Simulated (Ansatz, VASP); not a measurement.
**AlFe: VASP beside Ansatz**

```
Fe Al
1.0
     2.94829    0.00000    0.00000
     0.00000    2.94829    0.00000
     0.00000    0.00000    2.94829
Fe Al
1 1
Direct
  0.50000 0.50000 0.50000
  0.00000 0.00000 0.00000
```

Change from the starting cell: volume scaled by 1.04.

Alike in both runs: task single point; functional PBE; k mesh 9 × 9 × 9; occupations fermi-dirac, width 0.05 eV; collinear spin, ferromagnetic start.

```csv
,VASP,Ansatz
version,VASP 6.6.1,Ansatz 0.2.0
potentials or method,"VASP PAW PBE potentials, release 64 (Fe, Al)",Ansatz PAW
plane-wave cutoff (eV),520,420
valence electrons in the cell,11,19
```

```csv
,VASP,Ansatz,Ansatz less VASP
gap on the k mesh at the Fermi level (eV),none,none,-
pressure (GPa),-11.5,-11.5,+0.03
net moment per atom (μB),0.34,0.35,+0.003
size of the moment on the site where the two differ most (μB),0.03,0.03,+0.009
```

Site moments also hang on the region over which each program counts them. A gap of «none» marks a metal or a gap that the smearing closes. With one functional, cell and mesh, what is left measures potentials, basis and numerics. The two sets of potentials don't hold the same shells in valence.
